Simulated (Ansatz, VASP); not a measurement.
# InAs: VASP beside Ansatz

One calculation is typed for both programs; each brings its own data sets. How far apart do they land? The cell is taken from a series of runs on this material, whose earlier steps may have relaxed, scaled, displaced or heated it; both programs get it as it stands.

Method: plane waves, with VASP 6.6.1 beside it; zone-centre phonons at LDA, in Ansatz 0.2.0.

### 1. Set-up

Symmetry: R3m, No. 160, trigonal system. Conventional cell: a = 4.090 Å, b = 4.090 Å, c = 10.714 Å, α = 90.00°, β = 90.00°, γ = 120.00°. Nearest to As lie 4 In at 2.56 to 2.59 Å. Nearest to In lie 4 As at 2.56 to 2.59 Å. Farther neighbours are not listed.

### 2. VASP: zone-centre phonons, LDA

Second derivatives magnify differences that forces hide, and they need a tight electronic threshold.

Lines of VASP's logs that name or quote its potential files are left out, and so is its time.

File INCAR:

```
SYSTEM = InAs
PREC = Accurate
ENCUT = 500
EDIFF = 1E-08
NELM = 120
ISMEAR = 1
SIGMA = 0.2
LREAL = .FALSE.
ALGO = Normal
GGA = CA
NBANDS = 15
LORBIT = 11
LWAVE = .FALSE.
LCHARG = .FALSE.
ISIF = 2
IBRION = 8
LASPH = .TRUE.
GGA_COMPAT = .FALSE.
KPAR = 2
```

File POSCAR:

```
InAs
1.0
    0.1337099338      3.0261051161      3.0261051161
    3.0261051161      0.1337099338      3.0261051161
    3.0261051161      3.0261051161      0.1337099338
As In
1 1
Direct
    0.7539842197      0.7539842197      0.7539842197
    0.9960157803      0.9960157803      0.9960157803
```

File KPOINTS:

```
Automatic mesh
0
Gamma
12 12 12
0 0 0
```

The projector-augmented-wave data sets are As and In_d (LDA family, release 64).

Started as:

```bash
> mpirun -np 2 vasp_std
```

Numbers of over 12 decimals in the logs are rounded to 6 here.

The program printed:

```text
[banner, memory and clock lines left out]
running    2 mpi-ranks, on    1 nodes
 distrk:  each k-point on    1 cores,    2 groups
 distr:  one band on    1 cores,    1 groups

 POSCAR found type information on POSCAR AsIn
 POSCAR found :  2 types and       2 ions
 LDA part: xc-table for (Slater(with rela. corr.)+CA(PZ))
 , standard interpolation
 POSCAR, INCAR and KPOINTS ok, starting setup
 FFT: planning ... GRIDC
 FFT: planning ... GRID_SOFT
 FFT: planning ... GRID
 WAVECAR not read
 entering main loop
       N       E                     dE             d eps       ncg     rms          rms(c)
DAV:   1     0.111830710866E+03    0.11183E+03   -0.82056E+03  5698   0.128E+03
DAV:   2    -0.170132258265E+01   -0.11353E+03   -0.10925E+03  6090   0.304E+02
DAV:   3    -0.910413066344E+01   -0.74028E+01   -0.73549E+01  7308   0.789E+01
DAV:   4    -0.929236313796E+01   -0.18823E+00   -0.18816E+00  6903   0.138E+01
DAV:   5    -0.930125449120E+01   -0.88914E-02   -0.88912E-02  8521   0.260E+00    0.523E+00
DAV:   6    -0.900249979247E+01    0.29875E+00   -0.40239E-01  8952   0.120E+01    0.288E+00
DAV:   7    -0.895686061200E+01    0.45639E-01   -0.13185E-01  7960   0.358E+00    0.695E-01
DAV:   8    -0.895356073194E+01    0.32999E-02   -0.14447E-02  7373   0.146E+00    0.286E-01
DAV:   9    -0.895339434500E+01    0.16639E-03   -0.88384E-04  7303   0.247E-01    0.180E-01
DAV:  10    -0.895340099081E+01   -0.66458E-05   -0.15574E-04  8524   0.235E-01    0.761E-02
DAV:  11    -0.895340139956E+01   -0.40875E-06   -0.48482E-05  8981   0.137E-01    0.368E-02
DAV:  12    -0.895339892727E+01    0.24723E-05   -0.64605E-06  7967   0.334E-02    0.640E-03
DAV:  13    -0.895339902798E+01   -0.10071E-06   -0.96142E-07  7105   0.654E-03    0.210E-03
DAV:  14    -0.895339901427E+01    0.13711E-07   -0.64691E-08  6954   0.178E-03    0.134E-03
DAV:  15    -0.895339901395E+01    0.32787E-09   -0.50636E-09  4389   0.103E-03
   1 F= -.89533990E+01 E0= -.89534563E+01  d E =0.171777E-03
 Linear response reoptimize wavefunctions to high precision
DAV:   1    -0.895339901390E+01    0.42746E-10   -0.23592E-09  6541   0.414E-04
DAV:   2    -0.895339901393E+01   -0.26830E-10   -0.23188E-10  3542   0.143E-04
 Linear response DOF=           2
 Linear response progress:
  Degree of freedom:   1/  2
       N       E                     dE             d eps       ncg     rms          rms(c)
RMM:   1    -0.477107245348E-01   -0.47711E-01    0.62226E-02 29918   0.167E+00
RMM:   2    -0.453098652427E-01    0.24009E-02    0.13853E-03 22497   0.621E-01    0.117E-01
RMM:   3    -0.460347470513E-01   -0.72488E-03   -0.21175E-03 26130   0.265E-01    0.500E-02
RMM:   4    -0.462167144249E-01   -0.18197E-03   -0.16279E-04 26659   0.876E-02    0.111E-02
RMM:   5    -0.462492636002E-01   -0.32549E-04   -0.19625E-05 27955   0.331E-02    0.525E-03
RMM:   6    -0.462336960849E-01    0.15568E-04   -0.21606E-06 27134   0.900E-03    0.173E-03
RMM:   7    -0.462327738356E-01    0.92225E-06   -0.25373E-07 29532   0.296E-03    0.130E-03
RMM:   8    -0.462328022004E-01   -0.28365E-07   -0.46708E-08 27833   0.119E-03    0.843E-04
RMM:   9    -0.462332187331E-01   -0.41653E-06   -0.16826E-08 27598   0.441E-04    0.165E-04
RMM:  10    -0.462333510607E-01   -0.13233E-06    0.66476E-08 29203   0.179E-04    0.104E-04
RMM:  11    -0.462333477006E-01    0.33601E-08   -0.82626E-08 30994   0.708E-05    0.240E-05
 first order change of Fermi-energy   0.74966E+00
 force on displaced ion       1 direction 1 :  -8.832   0.038   0.038
 Linear response progress:
  Degree of freedom:   2/  2
       N       E                     dE             d eps       ncg     rms          rms(c)
RMM:   1    -0.234908844441E+00   -0.23491E+00   -0.67488E-02 19242   0.507E+00
RMM:   2    -0.237518354120E+00   -0.26095E-02   -0.15125E-02 24334   0.110E+00    0.828E-02
RMM:   3    -0.237529565834E+00   -0.11212E-04   -0.17354E-03 26364   0.344E-01    0.414E-02
RMM:   4    -0.237375116098E+00    0.15445E-03   -0.15915E-04 26925   0.113E-01    0.213E-02
RMM:   5    -0.237346846053E+00    0.28270E-04   -0.27579E-05 28232   0.423E-02    0.753E-03
RMM:   6    -0.237351202478E+00   -0.43564E-05   -0.39886E-06 28412   0.143E-02    0.199E-03
RMM:   7    -0.237360363716E+00   -0.91612E-05   -0.95392E-07 27858   0.426E-03    0.775E-04
RMM:   8    -0.237359054401E+00    0.13093E-05   -0.62324E-07 28278   0.185E-03    0.346E-04
RMM:   9    -0.237357897629E+00    0.11568E-05    0.70989E-08 29274   0.836E-04    0.959E-05
RMM:  10    -0.237357837439E+00    0.60189E-07    0.78316E-09 29939   0.343E-04    0.333E-05
RMM:  11    -0.237357899411E+00   -0.61972E-07    0.12706E-07 29220   0.161E-04    0.163E-05
RMM:  12    -0.237357953710E+00   -0.54299E-07    0.10174E-07 30580   0.855E-05    0.181E-05
RMM:  13    -0.237357982848E+00   -0.29138E-07    0.67402E-08 28068   0.475E-05    0.136E-05
RMM:  14    -0.237357982861E+00   -0.13478E-10    0.44308E-08 32004   0.275E-05    0.168E-05
 first order change of Fermi-energy  -0.74904E+00
 force on displaced ion       2 direction 1 :  -8.816   0.035   0.035
 Linear response finished
```

Parts of OUTCAR (step 2):

```text
ion  position               nearest neighbor table
   1  0.754  0.754  0.754-   2 2.56   2 2.56   2 2.56   2 2.59
   2  0.996  0.996  0.996-   1 2.56   1 2.56   1 2.56   1 2.59

  LATTYP: Found a trigonal (rhomboedric) cell.
 ALAT       =     4.2816471940
 COS(alpha) =     0.5436547846

 Subroutine GETGRP returns: Found  6 space group operations
 (whereof  6 operations were pure point group operations)

The static configuration has the point symmetry C_3v.

 Found    189 irreducible k-points:

   k-points           NKPTS =    189   k-points in BZ     NKDIM =    189   number of bands    NBANDS=     15

   dimension x,y,z NGX =    32 NGY =   32 NGZ =   32
   dimension x,y,z NGXF=    64 NGYF=   64 NGZF=   64

   ENCUT  =  500.0 eV  36.75 Ry    6.06 a.u.   7.81  7.81  7.81*2*pi/ulx,y,z

   NELECT =      18.0000    total number of electrons

 k-points in reciprocal lattice and weights: Automatic mesh
   0.00000000  0.00000000  0.00000000       0.001
   0.08333333  0.00000000  0.00000000       0.003
   0.16666667  0.00000000  0.00000000       0.003
   0.25000000  0.00000000 -0.00000000       0.003
   0.33333333  0.00000000  0.00000000       0.003
   0.41666667  0.00000000  0.00000000       0.003
   0.50000000  0.00000000 -0.00000000       0.002
   0.08333333  0.08333333  0.00000000       0.003
   0.16666667  0.08333333  0.00000000       0.007
[...]
-0.41666667  0.50000000  0.41666667       0.003
   0.50000000  0.50000000  0.50000000       0.001

 average (electrostatic) potential at core
       1 -52.4742       2 -95.5175

  Total        1.2616508      1.2616508      1.2616508     -0.5984123     -0.5984123     -0.5984123
  in kB       39.0598143     39.0598143     39.0598143    -18.5264206    -18.5264206    -18.5264206
  external PRESSURE =      39.0598143 kB  Pullay stress =       0.0000000 kB

  energy-cutoff  :      500.00
  volume of cell :       51.75
      direct lattice vectors                 reciprocal lattice vectors
     0.133709934  3.026105116  3.026105116    -0.176603669  0.169130553  0.169130553
     3.026105116  0.133709934  3.026105116     0.169130553 -0.176603669  0.169130553
     3.026105116  3.026105116  0.133709934     0.169130553  0.169130553 -0.176603669

 POSITION                                       TOTAL-FORCE (eV/Angst)
 -----------------------------------------------------------------------------------
      4.66409      4.66409      4.66409         0.003764      0.003764      0.003764
      6.16127      6.16127      6.16127        -0.003764     -0.003764     -0.003764
 -----------------------------------------------------------------------------------
    total drift:                               -0.000373     -0.000373     -0.000374

 Eigenvectors and eigenvalues of the dynamical matrix
 ----------------------------------------------------

   1 f  =    6.911920 THz    43.428871 2PiTHz  230.556818 cm-1    28.585389 meV
             X         Y         Z           dx          dy          dz
      4.664086  4.664086  4.664086     0.550306   -0.550306   -0.000000
      6.161274  6.161274  6.161274    -0.444031    0.444031   -0.000000

   2 f  =    6.911920 THz    43.428871 2PiTHz  230.556818 cm-1    28.585389 meV
             X         Y         Z           dx          dy          dz
      4.664086  4.664086  4.664086    -0.317719   -0.317719    0.635439
      6.161274  6.161274  6.161274     0.256361    0.256361   -0.512722

   3 f  =    6.868691 THz    43.157257 2PiTHz  229.114862 cm-1    28.406610 meV
             X         Y         Z           dx          dy          dz
      4.664086  4.664086  4.664086    -0.449229   -0.449229   -0.449229
      6.161274  6.161274  6.161274     0.362666    0.362666    0.362666

   4 f/i=    0.001993 THz     0.012522 2PiTHz    0.066476 cm-1     0.008242 meV
             X         Y         Z           dx          dy          dz
      4.664086  4.664086  4.664086     0.362666    0.362666    0.362666
      6.161274  6.161274  6.161274     0.449229    0.449229    0.449229

   5 f/i=    0.003792 THz     0.023825 2PiTHz    0.126484 cm-1     0.015682 meV
             X         Y         Z           dx          dy          dz
      4.664086  4.664086  4.664086    -0.293145    0.510870   -0.217725
      6.161274  6.161274  6.161274    -0.363307    0.633143   -0.269836

   6 f/i=    0.003792 THz     0.023825 2PiTHz    0.126484 cm-1     0.015682 meV
             X         Y         Z           dx          dy          dz
      4.664086  4.664086  4.664086     0.420655    0.043543   -0.464198
      6.161274  6.161274  6.161274     0.521336    0.053965   -0.575301

 ELASTIC MODULI CONTR FROM IONIC RELAXATION (kBar)
 Direction    XX          YY          ZZ          XY          YZ          ZX
 --------------------------------------------------------------------------------
 XX         -11.4448     -9.8641     -9.8641     21.0055     46.6199     22.3755
 YY          -9.8641    -11.4448     -9.8641     22.3755     21.0055     46.6199
 ZZ          -9.8641     -9.8641    -11.4448     46.6199     22.3755     21.0055
 XY          21.0055     22.3755     46.6199   -349.3206     44.7377     44.7377
 YZ          46.6199     21.0055     22.3755     44.7377   -349.3206     44.7377
 ZX          22.3755     46.6199     21.0055     44.7377     44.7377   -349.3206
 --------------------------------------------------------------------------------
```

### 3. Ansatz: zone-centre phonons, LDA

Ansatz runs on its PAW soft_1 files.

The same cell, functional (in two slightly different forms), mesh and smearing now go to Ansatz, which takes its cutoff from its data sets.

File input.yaml:

```yaml
crystal:
  lattice:
    - [0.1337099338, 3.0261051161, 3.0261051161]
    - [3.0261051161, 0.1337099338, 3.0261051161]
    - [3.0261051161, 3.0261051161, 0.1337099338]
  atoms:
    - { symbol: As, position: [0.7539842197, 0.7539842197, 0.7539842197] }
    - { symbol: In, position: [-0.0039842197, -0.0039842197, -0.0039842197] }
kpoints:
  mp_grid: { grid: [12, 12, 12] }
hamiltonian:
  xc: lda
  pseudopotentials: { kind: paw, azcp: { folder: soft_1 }, xc_functional: pbe }
scf:
  occupations: { method: methfessel_paxton, width: 0.2 }
output:
  eigenvalues: true
phonons:
  method: dfpt
```

Started as:

```bash
> ansatz run input.yaml --threads 4 --pin off --max-ram 10240MiB --backend cpu --events-out ev --progress --plain --runs-dir out
```

The program printed:

```text
Engine: ansatz 0.2.0, aarch64-unknown-linux-gnu
Pseudopotentials: kind: paw
Pseudopotential: As, paw, valence charge 15, recommended cutoff 420 eV (normal), soft_1/As.paw.azcp
Pseudopotential: In, paw, valence charge 13, recommended cutoff 420 eV (normal), soft_1/In.paw.azcp
Functional definition: SPW92
  exchange = slater_x
  correlation = pw_c
Crystal: 2 atoms, lattice volume = 51.751 Å³
Basis set: ecut = 420 eV, 1007 PW (Γ), exchange–correlation on 60×60×60 points (8 copies of the dense FFT grid, shifted against one another)
Bands: 18, of which v1, the nominal top of the filled ones, is band 14 counted from 1 (13 counted from 0)
Symmetry: 6 space group operations
k-points: 476 of 1728 (irreducible under 2 space group operations, time reversal used)
Non-local potential: As, projectors of the file, l = 0: 2, l = 1: 2, l = 2: 3, l = 3: 1
Non-local potential: In, projectors of the file, l = 0: 2, l = 1: 2, l = 2: 2, l = 3: 1
PAW form: soft (Blöchl's): semilocal exchange-correlation on the pseudo side does not see the compensation charge
PAW frozen core: As, regenerated for the run's functional, and the local potential with it (the file was generated under x = pbe(κ = 0.804, μ = 0.219515), c = pbe(β = 0.066725))
PAW frozen core: In, regenerated for the run's functional, and the local potential with it (the file was generated under x = pbe(κ = 0.804, μ = 0.219515), c = pbe(β = 0.066725))
PAW one-centre angular grid: As, 590 points (default); XC on 64 Gauss nodes
PAW one-centre angular grid: In, 590 points (default); XC on 64 Gauss nodes
Initial density: superposition of atomic densities (chi_scale 0.1, normalization cell, long waves kept (reshape's long-wave potential 0.00 eV rms))
Initial wavefunctions: pseudopotential atomic-orbital guess
Functional: x = slater, c = lda
SCF iter   1: F=—  HF=-10231.373080 eV  |F-HF|=—  |Δ(HF+E_count)|=         —  Δρ=3.00e-2  dr2=4.27e-1  ethr=3.10e-3  ⟨swp⟩=5.4  Hψ=44044  notcnv=0
preconditioner: auto → none  [insulator: Δε(μ)=0.738 eV  Ē_g=14.941 eV  σ=0.200 eV  W_gap=0.62  n_scr=14 (ndim 8)  ℏωp=21.9 eV  f_vac=0.001  D(μ)=0.04/eV (n_scr^D=0)  ε∞_Penn≈3.1]
SCF iter   2: F=—  HF=-10231.248338 eV  |F-HF|=—  |Δ(HF+E_count)|=   1.25e-1  S|Δr|=    0.00e0  Δρ=1.32e-2  dr2=6.53e-2  ethr=1.52e-3  ⟨swp⟩=2.0  Hψ=14271  notcnv=0
SCF iter   3: F=—  HF=-10231.233472 eV  |F-HF|=—  |Δ(HF+E_count)|=   1.49e-2  S|Δr|=    0.00e0  Δρ=2.72e-3  dr2=7.49e-3  ethr=2.33e-4  ⟨swp⟩=2.1  Hψ=17056  notcnv=0
SCF iter   4: F=—  HF=-10231.230158 eV  |F-HF|=—  |Δ(HF+E_count)|=   3.31e-3  S|Δr|=    0.00e0  Δρ=7.60e-4  dr2=1.48e-4  ethr=2.67e-5  ⟨swp⟩=2.0  Hψ=15233  notcnv=0
SCF iter   5: F=—  HF=-10231.230184 eV  |F-HF|=—  |Δ(HF+E_count)|=   2.54e-5  S|Δr|=    0.00e0  Δρ=2.03e-4  dr2=7.80e-6  ethr=5.30e-7  ⟨swp⟩=3.0  Hψ=15285  notcnv=0
SCF iter   6: F=—  HF=-10231.230192 eV  |F-HF|=—  |Δ(HF+E_count)|=   7.90e-6  S|Δr|=    0.00e0  Δρ=5.25e-5  dr2=1.59e-6  ethr=2.79e-8  ⟨swp⟩=2.1  Hψ=13078  notcnv=0
SCF iter   7: F=—  HF=-10231.230190 eV  |F-HF|=—  |Δ(HF+E_count)|=   1.62e-6  S|Δr|=    0.00e0  Δρ=6.11e-6  dr2=9.19e-9  ethr=5.67e-9  ⟨swp⟩=2.0  Hψ=15010  notcnv=0
SCF iter   8: F=—  HF=-10231.230190 eV  |F-HF|=—  |Δ(HF+E_count)|=   6.65e-9  S|Δr|=    0.00e0  Δρ=1.26e-6  dr2=7.18e-10  ethr=3.28e-11  ⟨swp⟩=2.0  Hψ=15229  notcnv=0
SCF iter   9: F=—  HF=-10231.230190 eV  |F-HF|=—  |Δ(HF+E_count)|=  4.02e-10  S|Δr|=    0.00e0  Δρ=3.12e-7  dr2=1.80e-11  ethr=2.57e-12  ⟨swp⟩=2.0  Hψ=15233  notcnv=0
SCF iter  10: F=-10231.230190 eV  HF=-10231.230190 eV  |F-HF|=5.46e-12  |Δ(HF+E_count)|=  1.82e-12  S|Δr|=    0.00e0  Δρ=3.40e-8  dr2=4.89e-13  ethr=1.00e-12  ⟨swp⟩=5.0  Hψ=34884  notcnv=0
SCF 1 converged in 10 iterations: F = -10231.230190 eV  dr2 = 4.89e-13
  greatest PAW one-centre occupation: 0.999 electrons in one spin orbital (limit 2), on the As atom at site 0 (counted from 0), in its partial waves of l = 2
DFPT response loops at Γ: preconditioner auto → Kerker (q_TF=auto, 2.463 Å⁻¹) (partly filled bands, converged f_vac=0.069); β = 1.00, the filter's whole step (`scf.mixing.beta` (0.50) is not read by the response loops under this deck's `scf.mixing.preconditioner`; to damp them name `kerker` or `kerker_dos`, under which they read `scf.mixing.beta`, and type it under 1.00, their step now; both keys bind the ground state too); Broyden in place of MSR1
SCF converged after 10 iterations
Stability not checked: this state was not tested for a lower state beside it, because cold or Methfessel-Paxton smearing, or corrected tetrahedra, fill the levels in a way that the test cannot read (fill_not_monotonic; see scf.lower_state_search)
Free energy (F): -10231.230190 eV
Harris-Foulkes:  -10231.230190 eV  (|F-HF|=5.46e-12)
Internal energy: -10231.230364 eV  (E = F + TS)
E sigma→0 (E₀):  -10231.230234 eV
Entropy (-TS):   0.000174 eV (0.087 meV/atom)
Fermi energy:    8.486654 eV
Step filling:    the computed levels leave a gap of 0.0000 eV = 0.0 smearing widths at the electron count; against every level under it full and every level over it empty, smearing changes F+E_penalty+E_count by +0.063 meV and its σ→0 estimate by +0.020 meV
--- Per-component energies (eV) ---
  E_band       = -305.714339
  E_kinetic    = 320.423284
  E_local      = -3393.566732  (includes V_loc(G=0)·N_el)
  E_nonlocal   = -59.382361
  E_hartree    = 1695.043043
  E_xc         = -213.210761
  E_vxc        = -165.802377  (∫ρ·V_xc dr)
  E_paw        = -6001.981242  (= ΣΔE_a)
  E_vpaw       = -397.472298  (= ΣTr[D̂ρ^β])
  E_aug_tail   = 0.000051  (compensation charges beyond the density's cutoff)
  E_ewald      = -2580.915410
  E_core_change = 2.359764  (= ΣΔE_core)
  E_smearing   = 0.000174  (= −TS)
  E_closure    = -0.000000  (closes the sum)
  Σ components = -10231.230190   (vs F -10231.230190, Δ=0.00e0)
--- Band table (eV; the first three rows and the last of 476) ---
  k-point 0: bands = [... 10 lower, -4.1099, 7.8295, 8.0851, 8.4583, 8.4583, 11.8232, 12.3839, 12.3839]
  k-point 1: bands = [... 10 lower, -4.0236, 7.0189, 7.8698, 8.3465, 9.0500, 12.0454, 12.3461, 12.5204]
  k-point 2: bands = [... 10 lower, -3.7753, 5.7570, 7.6031, 8.0782, 9.3799, 12.2834, 12.8038, 12.8441]
  k-point 475: bands = [... 10 lower, -2.6402, 1.8793, 7.4737, 7.4737, 9.8055, 13.2769, 13.2769, 15.1772]
--- Phonons (Γ-DFPT): 2 representative perturbations + reference, on 476 of 1728 k-points (Σ response iterations 7) ---
  k mesh reduced under 2 symmetry operations, with k and −k counted as one. Each operation leaves every solved perturbation unchanged. A smaller set is not used because it would not reduce the number of displacements times k-points to solve
  ASR residual: 1.689e-5 → 0.000e0 eV/Å²; symmetrization residual: 2.126e-5 eV/Å²
  ASR residual per site (eV/Å²): 4.19e-6 1.69e-5
  Γ frequencies (cm⁻¹): 0.00 0.00 0.00 228.05 229.86 229.86
  non-analytic LO–TO correction: not included (Born effective charges unavailable; polar crystals: no LO–TO splitting at Γ)
```

### 4. Side by side

Known differences besides the potentials themselves: the two LDA forms differ slightly; the data sets hold 28 valence electrons in Ansatz (on its PAW soft_1 files) and 18 in VASP; the cutoff is 420 eV in Ansatz and 500 eV in VASP; VASP's log shows a relativistic correction to its local exchange, Ansatz's none. Total energies have different zeros and are not compared.

The two programs side by side:

```csv
quantity,Ansatz,VASP,difference
optical mode 1 (cm⁻¹),228.1,229.1,-0.46 %
optical mode 2 to 3 (cm⁻¹),229.9,230.6,-0.30 %
```

Modes are paired by rising frequency, not by their patterns, so a pair may set unlike modes beside each other; they are those without the splitting of longitudinal modes.

### 5. What came out

```yaml
r_m_s_difference_of_the_optical_zone_centre_modes_each_program_s_sorted_by_frequency_zone_centre_phonons_lda: 0.84 cm⁻¹
```

**Reading.** The r.m.s. difference of the optical zone-centre modes, each program's sorted by frequency is 0.84 cm⁻¹ (zone-centre phonons, LDA). The data sets hold unlike numbers of valence electrons (28 in Ansatz and 18 in VASP), so part of the differences comes from the potentials. Such differences can come from data sets, numerical settings and the points named under the comparisons, not from the functional's error against experiment.

[Lines on the potential files, build, host, timing and source positions are cut from VASP's logs without a mark.]

[Logs are printed without paths, hosts, clocks, repeated set-up lines and the standing remarks that a program may print on its own settings, such as how far it seeks lower states.]

[Hosts, paths, dates, database ids (printed as entryN), source tags and the programs' standing remarks are cut or masked in the printed files.]
